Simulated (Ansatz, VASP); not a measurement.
One calculation of F, two programs

```
F
1.0
     0.00000    2.29973    2.29973
     2.29973    0.00000    2.29973
     2.29973    2.29973    0.00000
F
2
Direct
  0.87500 0.87500 0.87500
  0.12500 0.12500 0.12500
```

Change from the starting cell: volume scaled by 0.84, LAPW.

Alike in both runs: task single point; functional PBE; k mesh 13 × 13 × 13; occupations fermi-dirac, width 0.05 eV; no spin polarisation.

|  | VASP | Ansatz |
| --- | --- | --- |
| version | VASP 6.6.1 | Ansatz 0.2.0 |
| potentials or method | VASP PAW PBE potentials, release 64 (F), cutoff 520 eV | all-electron LAPW, scalar-relativistic |

|  | VASP | Ansatz | Ansatz less VASP |
| --- | --- | --- | --- |
| pressure (GPa) | 10.1 | 10.6 | +0.54 |

Ansatz ran all-electron here, so the differences hold the error of VASP's frozen core and of both bases.
